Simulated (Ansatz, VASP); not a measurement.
Two plane-wave programs on Ga

```
Ga
1.0
     2.23505   -3.79866   -0.11175
     2.23505    3.79866   -0.11175
    -0.22449    0.00000    4.71426
Ga
4
Direct
  0.15592 0.84408 0.08325
  0.65592 0.34408 0.41675
  0.84408 0.15592 0.91675
  0.34408 0.65592 0.58325
```

Change from the starting cell: engineering shear strain xz -0.1000, normal strain along z +0.0500.

Alike in both runs: task single point; functional PBEsol; k mesh 10 × 10 × 10; occupations gaussian, width 0.15 eV; no spin polarisation.

|  | VASP | Ansatz |
| --- | --- | --- |
| version | VASP 6.6.1 | Ansatz 0.2.0 |
| potentials or method | VASP PAW PBE potentials, release 64 (Ga_d) | scalar-relativistic, plane waves, PAW |
| plane-wave cutoff (eV) | 520 | 420 |
| valence electrons in the cell | 52 | 52 |

```csv
,VASP,Ansatz,Ansatz less VASP
gap on the k mesh at the Fermi level (eV),none,none,-
pressure (GPa),-1.7,-1.7,-0.03
largest component of the traceless stress (GPa),2.88,2.88,+0.001
rms of the force components (eV/Å),0.106,0.108,+0.0018
```

Atom by atom the forces differ by 0.003 eV/Å (rms over components). A gap of «none» marks a metal or a gap that the smearing closes.

Caveats: the PAW data sets were made with another functional, which shifts forces and pressure a little (VASP).
